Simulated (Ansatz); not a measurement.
A series in volume scale on Ta

Periodic Kohn-Sham DFT of a crystal at fixed atoms, scaled to volume_scale times the given cell; pressure positive in compression, energy less spherical unpolarised free atoms, largest_vzz the field gradient of largest size among the nuclei. The results are calculated, by Ansatz 0.2.0.

The cell before it is scaled or strained (space group Fd-3m, No. 227):
```
CELL_PARAMETERS angstrom
0.00000 3.05330 3.05330
3.05330 0.00000 3.05330
3.05330 3.05330 0.00000
ATOMIC_POSITIONS crystal
Ta 0.00000 0.00000 0.00000
Ta 0.25000 0.25000 0.25000
```

Settings of every row: method frozen-core PAW; functional PBE; relativity scalar; k mesh 9x9x9; filling fermi-dirac; smearing width 0.03 eV; wave cutoff 420 eV; paw set soft_2.

Atom start moment: 0 on all atoms.

Limits: no spin-orbit coupling on heavy atoms; some atoms lie unusually close (a squeezed, shaken or made-up cell).

| row | volume scale | V (Å³/atom) | pressure (GPa) |
| --- | --- | --- | --- |
| 1 | 0.95 | 27.042 | 3.874 |
| 2 | 0.975 | 27.753 | 1.846 |
| 3 | 1 | 28.465 | ? |
| 4 | 1.025 | 29.176 | -1.718 |
| 5 | 1.05 | 29.888 | -3.241 |

Question: what pressure should row 3 give?

Worked fit of pressure. Take u = (V_r/V)^(2/3) − 1 with V_r = 28.465 Å³ an atom, which is twice the finite (Eulerian) strain; such expansions in the strain, on which the Birch-Murnaghan equation of state is built, carry the rest volume and the bulk modulus. The shown rows have u = 0.03478, 0.01703, -0.01631, -0.032. Least squares give pressure = −0.021 + 106.213 × u + 169.68 × u² GPa; a straight line predicts inner rows, each left out in turn, worse (root mean square 0.11 against 0.024 GPa). The rows lie off it by -0.004, 0.009, -0.010, 0.005 (root mean square 0.0074 GPa). The pressure vanishes at u = 0.0002, or V = 28.46 Å³ an atom, and there the bulk modulus at fixed shape and fractions is B = −V dP/dV = (2/3)(1 + u) dP/du = 70.9 GPa. The withheld row has u = 0, so the fit gives −0.021 + 106.213 × (0) + 169.68 × (0)² = -0.021 GPa.

The calculation gave -0.023 GPa. The fit lies 0.002 GPa (8.7 % of the value, 0.028 % of the column's range) above it; its largest miss of a shown row is 0.010 GPa.
